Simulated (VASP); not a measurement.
Set up this calculation in VASP 6.6.1, as the native input.

```yaml
Task: relaxation of cell and atoms
Functional: PBE
Potentials_or_basis: VASP PAW PBE potentials, release 64 (Cd, Se)
Cutoff: 600 eV
k_mesh: 8 × 8 × 8
Occupations: gaussian, width 0.03 eV
Spin: no spin polarisation
Further_INCAR_settings: ALGO = Normal; EDIFF = 1e-07; IBRION = 2; EDIFFG = -0.005; NSW = 90; ISIF = 3
```

The structure of CdSe lies in POSCAR:

```
CdSe                                    
1.0
    0.0000000000      3.1026979606      3.1026979606
    3.1026979606      0.0000000000      3.1026979606
    3.1026979606      3.1026979606     -0.0000000000
  Cd              Se            
     1     1
Direct
     0.0000000000000000    0.0000000000000000    0.0000000000000000
     0.7500000000000000    0.7500000000000000    0.7500000000000000
```

Measurements of this composition are mostly on another form, of space group No. 186.

The input as run:

INCAR

```
SYSTEM = CdSe
  PREC = Accurate
  ENCUT = 600
  EDIFF = 1E-7
  ISMEAR = 0
  SIGMA = 0.03
  LREAL = .FALSE.
  LASPH = .TRUE.
  NELM = 80
  ALGO = Normal
  ISIF = 3
  LWAVE = .FALSE.
  LCHARG = .FALSE.
  GGA = PE
  IBRION = 2
  NSW = 90
  EDIFFG = -0.005
```

KPOINTS

```
regular mesh
0
G
  8 8 8
  0 0 0
```

Potentials or basis: VASP PAW PBE potentials, release 64 (Cd, Se).

The run is started by

```bash
$ cat potpaw_PBE.64/Cd/POTCAR potpaw_PBE.64/Se/POTCAR > POTCAR
$ mpirun -np 1 vasp_std > vasp.out
```

It gave:

```yaml
Pressure_after_relaxing: 0.0 GPa
Band_gap_on_the_k_mesh: 0.48 eV, direct
```

Caveat: the relaxation stopped at its first step, so nothing moved.

Run time: 12 s on 1 thread of Intel(R) Xeon(R) 6975P-C (Granite Rapids), on a shared host, peak memory 0.21 GiB.
